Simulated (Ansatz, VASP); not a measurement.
**Two plane-wave programs on Ni3O**

```
Ni O
1.0
     3.73813    0.00000    0.00000
     0.00000    3.73813    0.00000
     0.00000    0.00000    3.73813
Ni O
3 1
Cartesian
  1.8691 0.0000 0.0000
  0.0000 1.8691 0.0000
  0.0000 0.0000 1.8691
  0.0000 0.0000 0.0000
```

Alike in both runs: functional PBE; k mesh 12 × 12 × 12; occupations gaussian, width 0.1 eV; no spin polarisation.

Ansatz relaxed the structure, and its values are those at the end. VASP's run is a single point on that final structure, the one shown.

```csv
,VASP,Ansatz
version,VASP 6.6.1,Ansatz 0.2.0
potentials or method,"VASP PAW PBE potentials, release 64 (Ni, O)","scalar-relativistic, plane waves, PAW"
plane-wave cutoff (eV),520,420
valence electrons in the cell,36,60
```

|  | VASP | Ansatz | Ansatz less VASP |
| --- | --- | --- | --- |
| gap on the k mesh at the Fermi level (eV) | none | none | - |
| pressure (GPa) | 0.6 | 0.0 | -0.60 |

A gap of «none» marks a metal or a gap that the smearing closes. With one functional, cell and mesh, what is left measures potentials, basis and numerics. The two sets of potentials don't hold the same shells in valence.

Caveats: the run has no spin polarisation, though such a crystal can be magnetic; semilocal functionals often make such compounds metallic where correlation or magnetic order opens a gap, which also shifts bond lengths. Spin polarisation is off, so any magnetic state and its effect on volume and gap are missing.
